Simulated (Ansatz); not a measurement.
# Structures of WSe2: which is lowest?

Plane-wave DFT in Ansatz with scalar-relativistic PAW potentials, cutoff 420 eV, Γ-centred meshes chosen by cell and gap, Gaussian smearing with energies taken to zero width. Every cell was relaxed (cell and atoms) in a run of its own, within the symmetry of its start. Functional: PBE.

Relaxed structures (starts from databases or built by putting these elements on another compound's sites):
A. R-3m, 3 atoms in the computed cell, a = 3.297 Å, c = 20.970 Å; sites (symmetry × multiplicity) W -3m × 3, Se 3m × 6; start: built
B. P-3m1, 6 atoms in the computed cell, a = 3.320 Å, c = 24.851 Å; sites (symmetry × multiplicity) W 3m. × 2, Se 3m. × 2 + 3m. × 2; start: database
C. P6_3/mmc, 6 atoms in the computed cell, a = 3.321 Å, c = 15.044 Å; sites (symmetry × multiplicity) W -6m2 × 2, Se 3m. × 4; start: database
D. P-6m2, 3 atoms in the computed cell, a = 3.320 Å, c = 16.654 Å; sites (symmetry × multiplicity) W -6m2 × 1, Se 3m. × 2; start: database
E. R3m, 3 atoms in the computed cell, a = 3.321 Å, c = 23.570 Å; sites (symmetry × multiplicity) W 3m × 3, Se 3m × 3 + 3m × 3; start: built

Rank them by energy. Could pressure change the order?

| structure | group | E − E(lowest) (meV/atom) | V (Å³/atom) | gap on mesh (eV) |
| --- | --- | --- | --- | --- |
| C | P6_3/mmc | 0.0 | 23.95 | 1.46 |
| E | R3m | 0.2 | 25.01 | 1.55 |
| B | P-3m1 | 1.0 | 39.55 | 1.54 |
| D | P-6m2 | 1.9 | 52.99 | 1.55 |
| A | R-3m | 254 | 21.93 | 0.00 |

C and E are level within the 2 meV/atom that separate runs leave open. A is denser by 2.02 Å³/atom, so pressure favours it: ΔE/ΔV, with ΔE in eV and 1 eV/Å³ = 160.2 GPa, gives about 20 GPa for equal enthalpy if both cells were rigid; at such pressures compression changes ΔV much, so this is a scale only. Without a dispersion term the weakly bound lowest cell is too large, so ΔV and this pressure are artefacts in part: a slight pressure closes the gap between layers first. Other structures may lie lower than all of these, and vibrations aren't counted.

Spin-orbit coupling is left out, which matters for the bands of heavy elements. An odd mesh misses points on the zone edge, so a gap read on it can be too wide. Each cell of WSe2 holds layers, and where no dispersion correction was added their binding is poorly described.